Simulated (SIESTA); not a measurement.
The system is PtSe2 (Sudovikovite).

```xyz
3
Lattice="3.7240 0.0000 0.0000 -1.8620 3.2251 0.0000 0.0000 0.0000 5.0620" Properties=species:S:1:pos:R:3 pbc="T T T"
Pt    0.0000    0.0000    0.0000
Se    1.8620    1.0750    3.7965
Se    0.0000    2.1501    1.2655
```

Base run:

```yaml
Program: SIESTA 5.4.2
Functional: PBE
Potentials_or_basis: PseudoDojo 0.4 standard (PBE files)
Basis: DZP (energy shift 0.002 Ry)
Grid_cutoff: 800 Ry
Energy_shift: 0.002 Ry
k_mesh: 8 × 8 × 5
Occupations: fermi-dirac, width 0.05 eV
Spin: no spin polarisation
```

Its results: band gap on the k mesh none (metal or under the smearing width); pressure 14.7 GPa; largest force 1.518 eV/Å.

Problem. After a change of settings the same cell gave: band gap on the k mesh none (metal or under the smearing width); pressure 9.9 GPa; largest force 1.161 eV/Å. Which change was it?
A. potentials or basis from PseudoDojo 0.4 standard (PBE files) to PseudoDojo 0.4 stringent (PBE files); valence electrons from 50 to 66
B. basis from DZP (energy shift 0.002 Ry) to TZP (energy shift 0.002 Ry); k mesh from 8 × 8 × 5 to 6 × 6 × 4
C. functional from PBE to RPBE
D. functional from PBE to BLYP

Solution. A.

Caveats: semicore shells carry a single zeta, which can move pressures by several GPa and volumes by a few percent; the basis of atomic orbitals isn't converged, which shifts pressures, moduli and gaps; forces of over 1 eV/Å show positions far from the minimum, so gaps and moduli don't describe the material at rest; the valence orbitals were made in a potential fitted to the semicore shell under them, which widens gaps by tenths of an eV or more (some runs).

Not every run made on this cell is shown here.
